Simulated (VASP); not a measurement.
Runs of VASP 6.6.1 on Ta2N. Symmetry: P-3m1, No. 164, trigonal system. The conventional cell has a = 3.113 Å, b = 3.113 Å, c = 4.870 Å, α = 90.00°, β = 90.00°, γ = 120.00°. Ta (site symmetry 3m) has 3 N at 2.18 Å as nearest neighbours. Around N (site symmetry -3m) lie 6 Ta at 2.18 Å. The cell comes from a database or a generator and needn't be the stable form of this composition.

```csv
task,level,spin,cell,k mesh,cutoff (eV),gap on the mesh (eV),pressure (GPa),relaxed volume (Å³/atom),largest force (eV/Å)
relaxation of cell and atoms,RPBE+D4,off,relaxed,10 × 10 × 6,600,none,0.0,13.42,-
band structure,r2SCAN,off,as given,7 × 7 × 5,520,-,(b),-,0.23
relaxation of cell and atoms,RPBE+D3,off,relaxed,10 × 10 × 6,600,none,0.0,13.28,0.01
relaxation of cell and atoms,RPBE,off,relaxed,10 × 10 × 6,600,none,-0.1,13.76,0.01
relaxation of cell and atoms,RPBE+D3(BJ),off,relaxed,10 × 10 × 6,600,none,0.0,(a),-
band structure,r2SCAN,"SOC, no magnetisation",as given,7 × 7 × 5,520,-,-3.8,-,0.21
```

Alike in all rows: potentials or basis VASP PAW PBE potentials, release 64 (Ta_pv, N); smearing fermi-dirac 0.05 eV.

Estimate the missing entries.

(a) 11.94; (b) -4.1.

Caveats: the PAW data sets were made with another functional, which shifts forces and pressure a little; pairwise dispersion overbinds metals, which lowers pressure and volume (some runs); spin-orbit coupling is left out, which moves the levels of the heavy elements (some runs).

A k mesh can miss the band edges, and rows without SOC leave out spin-orbit coupling on Ta.

A gap of «none» marks a metal or a gap under the smearing width.
